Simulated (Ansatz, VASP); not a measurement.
# Bi: VASP beside Ansatz

Contents of INCAR:

```
PREC = Accurate
ENCUT = 520
EDIFF = 1E-6
ISMEAR = 0
SIGMA = 0.05
LREAL = F
LASPH = T
NELM = 100
ALGO = Fast
ISIF = 2
LWAVE = F
LCHARG = F
NBANDS = 14
```

KPOINTS

```
regular mesh
0
Gamma
  12 12 12
```

POSCAR

```
Bi
1.0
   -4.2574820000      4.2574820000      1.4305640000
    4.2574820000     -4.2574820000      1.4305640000
    4.2574820000      4.2574820000     -1.4305640000
Bi
1
Direct
    0.0000000000      0.0000000000      0.0000000000
```

Input for Ansatz:

```yaml
crystal:
  lattice:
    - [-4.257482, 4.257482, 1.430564]
    - [4.257482, -4.257482, 1.430564]
    - [4.257482, 4.257482, -1.430564]
  atoms:
    - { symbol: Bi, position: [0.0, 0.0, 0.0] }
basis:
  ecutwfc: 420
kpoints:
  mp_grid: { grid: [12, 12, 12] }
hamiltonian:
  xc: lda
scf:
  occupations: { method: gaussian, width: 0.05 }
output:
  forces: true
  stress: true
  eigenvalues: true
```

This isn't the form of Bi at room conditions, which is rhombohedral.

Alike in both runs: task single point; functional LDA; k mesh 12 × 12 × 12; occupations gaussian, width 0.05 eV; no spin polarisation.

|  | VASP | Ansatz |
| --- | --- | --- |
| version | VASP 6.6.1 | Ansatz 0.2.0 |
| potentials or method | VASP PAW LDA potentials, release 64 (Bi_d) | scalar-relativistic, plane waves, PAW |
| plane-wave cutoff (eV) | 520 | 420 |
| valence electrons in the cell | 15 | 15 |

|  | VASP | Ansatz | Ansatz less VASP |
| --- | --- | --- | --- |
| gap on the k mesh at the Fermi level (eV) | none | none | - |
| pressure (GPa) | -0.4 | -0.4 | -0.02 |
| largest component of the traceless stress (GPa) | 0.12 | 0.19 | +0.077 |

A gap of «none» marks a metal or a gap that the smearing closes.

Caveats: spin-orbit coupling is left out, which moves the levels of the heavy elements.
